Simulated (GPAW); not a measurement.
# CuO (P6_3mc) in GPAW: notebook

Aim: see how the results for CuO move with the level of theory and the settings. Levels: PBE, PBE+U. Tasks: single point.

All numbers are computed with GPAW 26.7.0; they aren't measurements. Logs are shortened: lines on timing, memory, paths and dates and some standing lists are left out, and cuts for length are marked. The log counts tension as positive stress, the text compression.

### Step 1. The crystal as given

The structure is hexagonal, space group P6_3mc (No. 186). The conventional cell has a = 3.288 Å, b = 3.288 Å, c = 5.385 Å, α = 90.00°, β = 90.00°, γ = 120.00°. Cu (site symmetry 3m) has 4 O at 2.01 to 2.02 Å as nearest neighbours. O (site symmetry 3m) has 4 Cu at 2.01 to 2.02 Å as nearest neighbours.

Measurements of this composition are mostly on another form, of space group No. 15.

### Step 2. Single point, PBE

The input, run.py:

```python
from ase import Atoms
from ase.dft.bandgap import bandgap
from ase.io import write
from ase.units import Bohr, GPa
from gpaw import GPAW, PW
from gpaw.elf import elf_from_dft_calculation

atoms = Atoms(['Cu', 'Cu', 'O', 'O'],
              cell=[[3.2880244267, 0.0, 0.0],
                    [-1.6440122134, 2.8475126818, 0.0],
                    [0.0, 0.0, 5.38502486]],
              scaled_positions=[[0.6666666667, 0.3333333333, 0.0],
                                [0.3333333333, 0.6666666667, 0.5],
                                [0.6666666667, 0.3333333333, 0.6252],
                                [0.3333333333, 0.6666666667, 0.1252]],
              pbc=True)

calc = GPAW(mode=PW(800),
            xc='PBE',
            kpts={'size': (9, 9, 5), 'gamma': True},
            occupations={'name': 'fermi-dirac', 'width': 0.05},
            nbands=33,
            convergence={'density': 1e-05, 'energy': 1e-05},
            maxiter=150,
            txt='gpaw.txt')
atoms.calc = calc
energy = atoms.get_potential_energy()
forces = atoms.get_forces()
stress = atoms.get_stress()
calc.write('gs.gpw')
write('result.traj', atoms)
print(f'Energy: {energy:.6f} eV')
print('Forces (eV/A):')
print(forces.round(4))
print('Stress (GPa):', (stress / GPa).round(3))
print('Fermi level:', round(calc.get_fermi_level(), 4), 'eV')
print(f'Gap: {bandgap(calc)[0]:.4f} eV, direct: {bandgap(calc, direct=True)[0]:.4f} eV')

# fields on the real-space grid
write('density.cube', atoms, data=calc.get_pseudo_density() * Bohr**3)
write('potential.cube', atoms, data=calc.get_electrostatic_potential())
write('elf.cube', atoms, data=elf_from_dft_calculation(calc).data)
```

Potentials or basis: GPAW PAW data sets (gpaw-data 1.2.1), pw.

On the command line:

```console
OMP_NUM_THREADS=1 python run.py
```

gpaw.txt:

```text
__  _  _
 | _ |_)|_||  |
 |__||  | ||/\| - 26.7.0

Input parameters:
  mode=PW(ecut=800.0),
  convergence={'density': 1e-05, 'energy': 1e-05},
  kpts=MonkhorstPack(size=(9, 9, 5), gamma=True),
  maxiter=150,
  nbands=33,
  occupations=Occupations(name='fermi-dirac', width=0.05),
  xc=XC(name='PBE')

Diagonalizing LCAO Hamiltonian
Converting LCAO to pw mode

        Cu O

        O
           Cu

Atoms  # Å, Bohr magnetons
|   | symbol |         x |        y |        z |    initial magnetic moments |
|---|--------|-----------|----------|----------|-----------------------------|
| 0 |     Cu |  1.644012 | 0.949171 | 0.000000 | ( 0.0000,  0.0000,  0.0000) |
| 1 |     Cu | -0.000000 | 1.898342 | 2.692512 | ( 0.0000,  0.0000,  0.0000) |
| 2 |      O |  1.644012 | 0.949171 | 3.366718 | ( 0.0000,  0.0000,  0.0000) |
| 3 |      O | -0.000000 | 1.898342 | 0.674205 | ( 0.0000,  0.0000,  0.0000) |

Unit cell  # Å
| periodic |         x |        y |        z |  lengths |     angles |
|----------|-----------|----------|----------|----------|------------|
|      yes |  3.288024 | 0.000000 | 0.000000 | 3.288024 |  90.000000 |
|      yes | -1.644012 | 2.847513 | 0.000000 | 3.288024 |  90.000000 |
|      yes |  0.000000 | 0.000000 | 5.385025 | 5.385025 | 120.000000 |

Number of symmetries: 6
Symmetry operations  # r_c * U_cc + t_c -> r_c
|   | kind |            matrix            |
|---|------|------------------------------|
| 0 |  σ   |  1, 1, 0,  0,-1, 0,  0, 0, 1 |
| 1 |  E   |  1, 0, 0,  0, 1, 0,  0, 0, 1 |
| 2 |  C3  |  0, 1, 0, -1,-1, 0,  0, 0, 1 |
| 3 |  σ   |  0,-1, 0, -1, 0, 0,  0, 0, 1 |
| 4 |  σ   | -1, 0, 0,  1, 1, 0,  0, 0, 1 |
| 5 |  C3  | -1,-1, 0,  1, 0, 0,  0, 0, 1 |

BZ-sampling:
  Number of BZ points: 405
  Number of IBZ points: 50

  Monkhorst-Pack size: [9, 9, 5]
  Monkhorst-Pack shift: [0, 0, 0]

K-points  # in reciprocal-cell coordinates
|     |                                coordinates |     weight |
|-----|--------------------------------------------|------------|
|   0 | (  0.00000000,   0.00000000,   0.00000000) | 0.00246914 |
|   1 | (  0.00000000,   0.00000000,   0.20000000) | 0.00493827 |
|   2 | (  0.00000000,   0.00000000,   0.40000000) | 0.00493827 |
|   3 | (  0.11111111,   0.00000000,  -0.40000000) | 0.01481481 |
|   4 | (  0.11111111,   0.00000000,  -0.20000000) | 0.01481481 |
|   5 | (  0.11111111,   0.00000000,   0.00000000) | 0.01481481 |
|   6 | (  0.11111111,   0.00000000,   0.20000000) | 0.01481481 |
|   7 | (  0.11111111,   0.00000000,   0.40000000) | 0.01481481 |
|   8 | (  0.22222222,  -0.11111111,   0.00000000) | 0.01481481 |
|   9 | (  0.22222222,  -0.11111111,   0.20000000) | 0.02962963 |
| ... |                                            |            |
|  49 | (  0.44444444,   0.44444444,   0.40000000) | 0.02962963 |

Plane wave coefficients: 2621
Cutoff: 800.0 eV

Spin-components: 1 (collinear spins)
Bands:           33
Projectors:      22
Spin-degeneracy: 2
Datatype:        complex128

Parallelization:
  kpt:    1
  domain: 1
  band:   1

Density:
  Valence electrons: 34.0
  Components: 1
  Grid points: [24 24 36]
  Charge: 0.0  # |e|

Potential:
  Grid points: [24 24 36]

species:
  Cu:
    name:    Copper
    Z:       29.0
    valence: 11
    core:    18
    charge:  0.0  # [|e|]
    compensation charges:
      type: gauss
      rc: 0.33  # [Å]
      lmax: 2
    cutoffs:
      filter: 2.06  # [Å]
      core: 2.43  # [Å]
    projectors
    | kind |    occ | energy [eV] | rcut [Å] |
    |------|--------|-------------|----------|
    |   4s |  1.000 |      -4.609 |    1.164 |
    |   4p |  0.000 |      -0.698 |    1.164 |
    |   3d | 10.000 |      -5.039 |    1.058 |
    |    s |        |      22.603 |    1.164 |
    |    p |        |      26.513 |    1.164 |
    |    d |        |      22.172 |    1.058 |

    Using partial waves for Cu as LCAO basis

  O:
    name:    Oxygen
    Z:       8.0
    valence: 6
    core:    2
    charge:  0.0  # [|e|]
    compensation charges:
      type: gauss
      rc: 0.21  # [Å]
      lmax: 2
    cutoffs:
      filter: 1.17  # [Å]
      core: 0.83  # [Å]
    projectors
    | kind |    occ | energy [eV] | rcut [Å] |
    |------|--------|-------------|----------|
    |   2s |  2.000 |     -23.961 |    0.688 |
    |   2p |  4.000 |      -9.029 |    0.598 |
    |    s |        |       3.251 |    0.688 |
    |    p |        |      18.182 |    0.598 |
    |    d |        |       0.000 |    0.619 |

    Using partial waves for O as LCAO basis

Reference energy: -94124.608285  # eV

eigensolver:
  PPCG
  Converge bands: occupied
  niter=2

density mixing:
  MSR1-Mixer
  Pratt-step length: 0.05
  Maximum mixing coefficient: 0.75
  Old densities: 10
  SVD Regularization: 0.005
  Good broyden scale: 1.0
  Trust region scale: 1.0
  Backstep threshold: 4.0
  History deletion threshold: 6.0
  Fourier metric: weight=20.0, sigma=0.015

occupation numbers:
  Fermi-Dirac:
    width: 0.0500  # eV

poisson solver:
  ecut: 6400.0  # eV

xc functional:
  name: PBE with 2 nearest neighbor stencil

convergence criteria:
- Maximum integral of absolute [dens]ity change: 1e-05 electrons / valence electron
- Maximum [total energy] change in last 3 cyles: 1e-05 eV / valence electron
- Maximum integral of absolute [eigenst]ate change: 4e-08 eV^2 / valence electron
maximum number of iterations: 150

SCF iterations
|iter     | |      energy | eigst |  dens |
|---------|-|-------------|-------|-------|
|iter:   1| |  -25.320348 | +0.20 |       |
|iter:   2| |  -22.764001 | -1.71 | -0.88 |
|iter:   3| |  -19.351804 | -1.11 | -0.96 |
|iter:   4| |  -19.311858 | -3.40 | -1.57 |
|iter:   5| |  -19.738719 | -2.56 | -1.70 |
|iter:   6| |  -19.281109 | -2.76 | -1.34 |
|iter:   7| |  -19.276401 | -4.14 | -2.08 |
|iter:   8| |  -19.276281 | -5.05 | -2.74 |
|iter:   9| |  -19.276354c| -5.32 | -2.95 |
|iter:  10| |  -19.276331c| -5.65 | -3.17 |
|iter:  11| |  -19.276303c| -6.39 | -3.56 |
|iter:  12| |  -19.276306c| -7.94c| -4.30 |
|iter:  13| |  -19.276306c| -8.15c| -4.98 |
|iter:  14| |  -19.276306c| -8.19c| -5.35c|

Converged in 14 steps
Energy contributions relative to reference atoms: (reference = -94124.608285)

Energy contributions:
  Kinetic:          -9.905753
  Coulomb:           1.600033
  Zero:              0.610497
  External:          0.000000
  Xc:              -11.555822
  Entropy:          -0.050520
  Spinorbit:         0.000000
  ----------------------------
  Free energy:     -19.301566
  Extrapolated:    -19.276306

dipole moment: (0.000001, -0.000001, -12.862658)  # |e|*Ang

Fermi level: 3.736
Eigenvalues  # (at kpt = [0.000, 0.000, 0.000])
| band index |      eig [eV] | occ [0-2] |
|------------|---------------|-----------|
|          0 |       -14.526 |     2.000 |
|        ... |               |           |
|          5 |        -0.565 |     2.000 |
|          6 |        -0.390 |     2.000 |
|          7 |        -0.390 |     2.000 |
|          8 |         1.790 |     2.000 |
|          9 |         1.790 |     2.000 |
|         10 |         2.052 |     2.000 |
[... 8 lines left out ...]
|         19 |         9.404 |     0.000 |
|         20 |        11.469 |     0.000 |
|        ... |               |           |
|         32 |        25.046 |     0.000 |

No gap
No difference between direct/indirect transitions

Forces  # eV/Ang
|        x |        y |        z |
|----------|----------|----------|
| -0.00000 | -0.00000 | -0.07542 |  # Cu   0
|  0.00000 |  0.00000 | -0.07542 |  # Cu   1
| -0.00000 |  0.00000 |  0.07498 |  # O    2
| -0.00000 |  0.00000 |  0.07497 |  # O    3

Stress tensor  # eV/Ang^3
|        x |         y |         z |
|----------|-----------|-----------|
| 0.052991 |  0.000000 |  0.000000 |
| 0.000000 |  0.052991 | -0.000000 |
| 0.000000 | -0.000000 |  0.044524 |

# Writing to gs.gpw (mode='')
```

stdout:

```text
Energy: -19.276306 eV
Forces (eV/A):
[[-0.     -0.     -0.0754]
 [ 0.      0.     -0.0754]
 [-0.      0.      0.075 ]
 [-0.      0.      0.075 ]]
Stress (GPa): [ 8.49   8.49   7.134 -0.     0.     0.   ]
Fermi level: 3.7355 eV
Gap: 0.0000 eV, direct: 0.0000 eV
```

Run time: 2 min. Hardware: 1 thread of Intel Xeon Platinum 8259CL at 2.50GHz (Skylake/Cascade Lake), shared host; peak memory 0.26 GiB.

Results:

* Free energy: -19.3016 eV
* Pressure: -8.0 GPa
* Largest force: 0.075 eV/Å
* Band gap on the k mesh: none (metal or under the smearing width)

Forces in eV/Å, atoms in the order of the input:
```
Cu   0.000  0.000 -0.075
Cu   0.000  0.000 -0.075
O    0.000  0.000  0.075
O    0.000  0.000  0.075
```

Stress tensor (GPa, compression positive):
```
-8.49  0.00  0.00
 0.00 -8.49  0.00
 0.00  0.00 -7.13
```

Caveat: with this Cu data set, volumes or pressures lay over 1.5 % or 2 GPa off other programs in two to four cells of ten; the run has no spin polarisation, though such a crystal can be magnetic; semilocal functionals often make such compounds metallic where correlation or magnetic order opens a gap, which also shifts bond lengths. With open d or f shells a metallic result of PBE can be an artefact of self-interaction; +U or a hybrid may open a gap.

### Step 3. Single point, PBE+U

run.py, as its differences from that of step 2:

```diff
@@ -3,5 +3,4 @@
 from ase.io import write
-from ase.units import Bohr, GPa
+from ase.units import GPa
 from gpaw import GPAW, PW
-from gpaw.elf import elf_from_dft_calculation
 
@@ -21,2 +20,3 @@
             occupations={'name': 'fermi-dirac', 'width': 0.05},
+            setups={'Cu': ':d,1.0'},
             nbands=33,
@@ -37,6 +37 @@
 print(f'Gap: {bandgap(calc)[0]:.4f} eV, direct: {bandgap(calc, direct=True)[0]:.4f} eV')
-
-# fields on the real-space grid
-write('density.cube', atoms, data=calc.get_pseudo_density() * Bohr**3)
-write('potential.cube', atoms, data=calc.get_electrostatic_potential())
-write('elf.cube', atoms, data=elf_from_dft_calculation(calc).data)
```

Potentials or basis: GPAW PAW data sets (gpaw-data 1.2.1), pw.

On the command line:

```console
OMP_NUM_THREADS=1 python run.py
```

gpaw.txt:

```text
__  _  _
 | _ |_)|_||  |
 |__||  | ||/\| - 26.7.0

Input parameters:
  mode=PW(ecut=800.0),
  convergence={'density': 1e-05, 'energy': 1e-05},
  kpts=MonkhorstPack(size=(9, 9, 5), gamma=True),
  maxiter=150,
  nbands=33,
  occupations=Occupations(name='fermi-dirac', width=0.05),
  setups={'Cu': ':d,1.0'},
  xc=XC(name='PBE')

Diagonalizing LCAO Hamiltonian
Converting LCAO to pw mode

        Cu O

        O
           Cu

Atoms  # Å, Bohr magnetons
|   | symbol |         x |        y |        z |    initial magnetic moments |
|---|--------|-----------|----------|----------|-----------------------------|
| 0 |     Cu |  1.644012 | 0.949171 | 0.000000 | ( 0.0000,  0.0000,  0.0000) |
| 1 |     Cu | -0.000000 | 1.898342 | 2.692512 | ( 0.0000,  0.0000,  0.0000) |
| 2 |      O |  1.644012 | 0.949171 | 3.366718 | ( 0.0000,  0.0000,  0.0000) |
| 3 |      O | -0.000000 | 1.898342 | 0.674205 | ( 0.0000,  0.0000,  0.0000) |

Unit cell  # Å
| periodic |         x |        y |        z |  lengths |     angles |
|----------|-----------|----------|----------|----------|------------|
|      yes |  3.288024 | 0.000000 | 0.000000 | 3.288024 |  90.000000 |
|      yes | -1.644012 | 2.847513 | 0.000000 | 3.288024 |  90.000000 |
|      yes |  0.000000 | 0.000000 | 5.385025 | 5.385025 | 120.000000 |

Number of symmetries: 6
Symmetry operations  # r_c * U_cc + t_c -> r_c
|   | kind |            matrix            |
|---|------|------------------------------|
| 0 |  σ   |  1, 1, 0,  0,-1, 0,  0, 0, 1 |
| 1 |  E   |  1, 0, 0,  0, 1, 0,  0, 0, 1 |
| 2 |  C3  |  0, 1, 0, -1,-1, 0,  0, 0, 1 |
| 3 |  σ   |  0,-1, 0, -1, 0, 0,  0, 0, 1 |
| 4 |  σ   | -1, 0, 0,  1, 1, 0,  0, 0, 1 |
[... 140 lines left out ...]
|iter:   2| |  -22.130898 | -1.79 | -0.89 |
|iter:   3| |  -19.065653 | -1.15 | -0.97 |
|iter:   4| |  -19.021341 | -3.20 | -1.57 |
|iter:   5| |  -19.454065 | -2.56 | -1.71 |
|iter:   6| |  -18.995627 | -2.78 | -1.34 |
|iter:   7| |  -18.991577 | -4.09 | -2.14 |
|iter:   8| |  -18.991565 | -5.59 | -2.82 |
|iter:   9| |  -18.991588c| -5.54 | -3.01 |
|iter:  10| |  -18.991613c| -5.85 | -3.24 |
|iter:  11| |  -18.991595c| -6.66 | -3.64 |
|iter:  12| |  -18.991597c| -8.33c| -4.41 |
|iter:  13| |  -18.991596c| -7.76c| -4.92 |
|iter:  14| |  -18.991596c| -8.66c| -5.37c|

Converged in 14 steps
Energy contributions relative to reference atoms: (reference = -94124.608285)

Energy contributions:
  Kinetic:          -2.288694
  Coulomb:          -5.016812
  Zero:              0.581550
  External:          0.000000
  Xc:              -12.243030
  Entropy:          -0.049221
  Spinorbit:         0.000000
  ----------------------------
  Free energy:     -19.016206
  Extrapolated:    -18.991596

dipole moment: (-0.000000, -0.000000, -12.818425)  # |e|*Ang

Fermi level: 3.598
Eigenvalues  # (at kpt = [0.000, 0.000, 0.000])
| band index |      eig [eV] | occ [0-2] |
|------------|---------------|-----------|
|          0 |       -14.562 |     2.000 |
|        ... |               |           |
|          5 |        -0.691 |     2.000 |
|          6 |        -0.510 |     2.000 |
|          7 |        -0.510 |     2.000 |
|          8 |         1.523 |     2.000 |
|          9 |         1.523 |     2.000 |
|         10 |         1.795 |     2.000 |
[... 8 lines left out ...]
|         19 |         9.431 |     0.000 |
|         20 |        11.454 |     0.000 |
|        ... |               |           |
|         32 |        25.075 |     0.000 |

No gap
No difference between direct/indirect transitions

Forces  # eV/Ang
|       x |        y |        z |
|---------|----------|----------|
| 0.00000 | -0.00000 | -0.06748 |  # Cu   0
| 0.00000 | -0.00000 | -0.06751 |  # Cu   1
| 0.00000 |  0.00000 |  0.06707 |  # O    2
| 0.00000 |  0.00000 |  0.06701 |  # O    3

Stress tensor  # eV/Ang^3
|        x |         y |         z |
|----------|-----------|-----------|
| 0.052909 |  0.000000 |  0.000000 |
| 0.000000 |  0.052909 | -0.000000 |
| 0.000000 | -0.000000 |  0.043747 |

# Writing to gs.gpw (mode='')
```

stdout:

```text
Energy: -18.991596 eV
Forces (eV/A):
[[ 0.     -0.     -0.0675]
 [ 0.     -0.     -0.0675]
 [ 0.      0.      0.0671]
 [ 0.      0.      0.067 ]]
Stress (GPa): [ 8.477  8.477  7.009 -0.     0.     0.   ]
Fermi level: 3.5982 eV
Gap: 0.0000 eV, direct: 0.0000 eV
```

It took 2 min on 1 thread of Intel Xeon Platinum 8259CL at 2.50GHz (Skylake/Cascade Lake), shared host; peak memory 0.26 GiB.

Results:

* Free energy: -19.0162 eV
* Pressure: -8.0 GPa
* Largest force: 0.068 eV/Å
* Band gap on the k mesh: none (metal or under the smearing width)

Forces on the atoms (eV/Å):
```
Cu   0.000  0.000 -0.067
Cu   0.000  0.000 -0.068
O    0.000  0.000  0.067
O    0.000  0.000  0.067
```

Stress tensor (GPa, compression positive):
```
-8.48  0.00  0.00
 0.00 -8.48  0.00
 0.00  0.00 -7.01
```

Caveat: with this Cu data set, volumes or pressures lay over 1.5 % or 2 GPa off other programs in two to four cells of ten; the run has no spin polarisation, though such a crystal can be magnetic; U without spin polarisation on a metal has little footing.

### Step 4. Single point, PBE+U

run.py, as its differences from that of step 3:

```diff
@@ -20,3 +20,3 @@
             occupations={'name': 'fermi-dirac', 'width': 0.05},
-            setups={'Cu': ':d,1.0'},
+            setups={'Cu': ':d,2.0'},
             nbands=33,
```

On the command line:

```console
OMP_NUM_THREADS=1 python run.py
```

Wall time 1.9 min (1 thread of Intel Xeon Platinum 8259CL at 2.50GHz (Skylake/Cascade Lake), shared host); peak memory 0.26 GiB.

The run converged. Its results:

```yaml
Free_energy: -18.7590 eV
Pressure: -7.9 GPa
Largest_force: 0.059 eV/Å
Band_gap_on_the_k_mesh: none (metal or under the smearing width)
```

Forces in eV/Å, atoms in the order of the input:
```
Cu   0.000  0.000 -0.059
Cu   0.000  0.000 -0.059
O    0.000  0.000  0.058
O    0.000  0.000  0.058
```

Stress tensor (GPa, compression positive):
```
-8.45  0.00  0.00
 0.00 -8.45  0.00
 0.00  0.00 -6.85
```

Levels at points of the mesh, in eV from the Fermi level:
| k point | band 15 | band 16 | band 17 | band 18 | band 19 | band 20 | band 21 | band 22 |
| --- | --- | --- | --- | --- | --- | --- | --- | --- |
| (0.00, 0.00, 0.00) | 0.04 | 0.66 | 0.77 | 0.77 | 1.27 | 6.00 | 7.98 | 13.81 |

Caveat: with this Cu data set, volumes or pressures lay over 1.5 % or 2 GPa off other programs in two to four cells of ten; the run has no spin polarisation, though such a crystal can be magnetic; U without spin polarisation on a metal has little footing.

### Step 5. Single point, PBE+U

run.py, as its differences from that of step 4:

```diff
@@ -20,3 +20,3 @@
             occupations={'name': 'fermi-dirac', 'width': 0.05},
-            setups={'Cu': ':d,2.0'},
+            setups={'Cu': ':d,3.0'},
             nbands=33,
```

On the command line:

```console
OMP_NUM_THREADS=1 python run.py
```

Run time: 2.1 min. Hardware: 1 thread of Intel Xeon Platinum 8259CL at 2.50GHz (Skylake/Cascade Lake), shared host; peak memory 0.26 GiB.

Results (log left out):

```
Free energy            : -18.5301 eV
Pressure               : -7.8 GPa
Largest force          : 0.049 eV/Å
Band gap on the k mesh : none (metal or under the smearing width)
```

Forces in eV/Å, atoms in the order of the input:
```
Cu   0.000  0.000 -0.049
Cu   0.000  0.000 -0.049
O    0.000  0.000  0.048
O    0.000  0.000  0.048
```

Stress tensor (GPa, compression positive):
```
-8.40  0.00  0.00
 0.00 -8.40  0.00
 0.00  0.00 -6.67
```

Levels at points of the mesh, in eV from the Fermi level:
```tsv
k point	band 14	band 15	band 16	band 17	band 18	band 19	band 20	band 21	band 22	band 23
(0.00, 0.00, 0.00)	0.04	0.04	0.67	0.79	0.79	1.42	6.16	8.10	13.98	13.98
```

Caveat: with this Cu data set, volumes or pressures lay over 1.5 % or 2 GPa off other programs in two to four cells of ten; the run has no spin polarisation, though such a crystal can be magnetic; U without spin polarisation on a metal has little footing.

### Step 6. Overview

| level | U | gap on the mesh (eV) | pressure (GPa) | largest force (eV/Å) |
| --- | --- | --- | --- | --- |
| PBE | - | none | -8.0 | 0.08 |
| PBE+U | Cu d U = 1 eV | none | -8.0 | 0.07 |
| PBE+U | Cu d U = 2 eV | none | -7.9 | 0.06 |
| PBE+U | Cu d U = 3 eV | none | -7.8 | 0.05 |

Alike in all rows: task single point; potentials or basis GPAW PAW data sets (gpaw-data 1.2.1), pw; no spin polarisation; cell as given; k mesh 9 × 9 × 5; cutoff (eV) 800; smearing fermi-dirac 0.05 eV.

Every run on the cell as given and a fine mesh finds a metal.

Caveats: with this Cu data set, volumes or pressures lay over 1.5 % or 2 GPa off other programs in two to four cells of ten; the run has no spin polarisation, though such a crystal can be magnetic; U without spin polarisation on a metal has little footing (some runs); semilocal functionals often make such compounds metallic where correlation or magnetic order opens a gap, which also shifts bond lengths (some runs).

Absolute energies hang on the potentials; compare differences alone.
